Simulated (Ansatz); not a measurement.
Ag under changes of volume

One of the cells (18.154 Å³/atom); the others are scaled copies at fixed shape and fractional positions:

```
Ag
1.0
    -1.65565    1.65565    1.65565
     1.65565   -1.65565    1.65565
     1.65565    1.65565   -1.65565
Ag
1
Direct
  0.00000 0.00000 0.00000
```

This isn't the form of Ag at room conditions, which is fcc.

- Program: Ansatz 0.2.0
- Functional: r2SCAN
- Potentials or basis: Ansatz PAW
- Cutoff: 500 eV (not typed: the program's choice for these potentials)
- k mesh: 11 × 11 × 11
- Occupations: fermi-dirac, width 0.05 eV
- Spin: no spin polarisation

```csv
volume (Å³/atom),energy over the lowest point (meV/atom),pressure (GPa)
17.065,2.47,2.2
17.428,0.00,0.0
17.791,2.35,-2.0
18.154,8.88,-3.7
18.517,?,?
18.880,32.45,-6.5
19.243,48.55,-7.7
```

**Question.** What does the run at 18.517 Å³/atom give?

**Answer.** Energy over the lowest point 19.09 meV/atom; pressure -5.2 GPa.

Worked out: A Birch-Murnaghan fit of order 3 (a polynomial in V^(-2/3)) to the other rows has its minimum at 17.42 Å³/atom with B0 = V·E''(V) = 102 GPa and B' = 5.6. It gives 19.08 meV/atom at 18.517 Å³/atom, against the run's 19.09, and -dE/dV = -5.2 GPa, against -5.2.

Energies are extrapolated to zero smearing.

Caveats: the PAW data sets come from PBE, with cores solved anew for the run's functional, which leaves a small shift of forces and pressure.
